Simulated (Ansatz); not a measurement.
## SrO: moving O off its site

SrO, Fm-3m, a = 5.140 Å (as given, not relaxed at this level: 1.1 GPa). Ansatz: r2SCAN, PAW, 500 eV, Γ-centred 8×8×8 mesh on 2 atoms, Gaussian smearing 0.05 eV; no spin polarisation.

```yaml
crystal:
  lattice:
    - [0.00000, 2.56980, 2.56980]
    - [2.56980, 0.00000, 2.56980]
    - [2.56980, 2.56980, 0.00000]
  atoms:
    - { symbol: Sr, position: [0.00000, 0.00000, 0.00000] }
    - { symbol: O, position: [0.50000, 0.50000, 0.50000] }
```

Atom 2 (O) moves by x along the unit vector (0.000, -0.707, -0.707), with its periodic images; all else is held. y is the free energy of the cell over the start, F the force along the path summed over the moved atoms. Symmetry makes y even in x.

```tsv
x (Å)	y (meV)	F (eV/Å)
-0.200	51.13	0.54
-0.100	12.31	0.25
0.000	0.00	0.00
0.025	0.76	-0.06
0.050	3.05	-0.12
0.075	6.88	-0.18
0.125	19.37	-0.32
0.150	28.14	-0.39
0.175	?	?
```

Question: Fit y = c2 x² + c4 x⁴ to the energies of the other rows, give the force constant, and predict energy and force of the missing row.

Answer: Least squares on the rows shown. y = 1215.0 x² + 1580.3 x⁴. The force constant is 2 c2 = 2.43 eV/Å² (for all images moving together, not for a lone atom). With two atoms in a cubic cell this is the optical mode at Γ without the LO field: ω = 521.5 √(2 c2/μ) = 221 cm⁻¹ for μ = 13.53 u. The force −dy/dx at the missing row is -0.46 eV/Å (computed -0.46). At x = 0.175 the fit asked for gives 38.69 meV. The run gave 38.70 meV, so the fit is 0.01 meV too low, a small miss on the scale of the series.